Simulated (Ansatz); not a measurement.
# Squeezing Tl (beta tin type)

```xyz
2
Lattice="-3.1472 3.1472 1.6828 3.1472 -3.1472 1.6828 3.1472 3.1472 -1.6828" Properties=species:S:1:pos:R:3 pbc="T T T"
Tl    0.0000   -1.5736   -0.4207
Tl    0.0000    1.5736    0.4207
```

The cell comes from a relaxation on PAW files under the same functional, begun from a prototype that needn't be the stable phase.

Its volume is scaled, and at each volume shape and atoms are relaxed on PAW files; all methods then take that cell.

Computed with Ansatz 0.2.0; functional PBE, scalar-relativistic. Settings: a Γ-centred 13×13×13 k mesh, Fermi–Dirac smearing of 0.08 eV, no spin polarisation. Methods: LAPW: all electrons, basis error target 1 meV/atom; PAW: frozen-core files, cutoff 420 eV; crystal datasets: all electrons, by PAW datasets that the program makes for each cell; norm-conserving: pseudopotentials, cutoff 820 eV; PAW (core large): files with a larger core, cutoff 420 eV.

Energies are extrapolated to zero smearing and count from the unscaled cell; pressure is positive in compression; gaps take the mesh and a band path. No temperature or zero-point motion is included.

Spin–orbit coupling is left out, which matters for the heavy atoms. The structure type is held throughout; the real material can change phase at far lower pressure.

```tsv
V/V0	V (Å³/atom)	P LAPW (GPa)	ΔE LAPW (eV/atom)	P PAW − LAPW (GPa)	ΔE PAW − LAPW (meV/atom)	space group	shortest distance (Å)
1.00	33.34	0.01	0.000	0.00	0.0	I4_1/amd	3.258
0.92	30.67	2.41	0.018	0.00	0.0	I4_1/amd	3.169
0.84	28.00	6.42	0.088	-0.01	-0.1	I4_1/amd	3.075
0.76	25.33	13.27	0.246	-0.01	-0.2	I4_1/amd	?
0.68	22.67	25.3	0.557	-0.02	-0.4	I4_1/amd	2.865
0.60	20.00	47.1	1.139	-0.01	-0.6	I4_1/amd	2.748
0.52	17.33	90.3	2.241	0.01	-0.6	I4_1/amd	2.620
0.45	15.00	165.6	4.042	0.10	0.2	I4_1/amd	2.498
```

(1) What belongs in the row "0.76", column "shortest distance (Å)"?

(2) Fit the Vinet equation to the LAPW pressures over the whole range, with residuals weighted by 1/(|P| + 0.03·Pmax).

(3) From the table, what is the rise of the enthalpy H = E + pV up to the last row, and how stiff is the crystal between the last two rows?

(4) At the smallest volume, how far do crystal datasets and norm-conserving and PAW (core large) lie from LAPW in pressure?

(5) How do the Löwdin populations by LAPW change from the unscaled cell to the last row?

Results:

(1) 2.973.

(2) V0 = 33.47 Å³/atom, B0 = 20.1 GPa and B0′ = 6.41, and the fit misses no point by more than 3.4 GPa. A fit over so wide a range pins B0 less well than one near rest.

(3) ΔH = 4.042 eV + (165.6 GPa × 15.00 Å³ − 0.01 GPa × 33.34 Å³) × 0.006242 eV/(GPa·Å³) = 19.54 eV/atom, of which pV makes 79 %. The mean bulk modulus there is −ΔP/Δln V = 521 GPa.

(4) crystal datasets: 0.00 GPa; norm-conserving: +0.95 GPa; PAW (core large): +0.10 GPa, on a LAPW pressure of 165.6 GPa.

(5) Tl 5s 1.99 → 1.95, Tl 6s 1.54 → 1.12, Tl 5p 5.99 → 5.96, Tl 6p 1.50 → 2.07, Tl 5d 9.97 → 9.89 electrons an atom. These are projections on the shells that the free atoms fill; 0.02 e a cell lies outside them at the start and 0.04 e at the end.
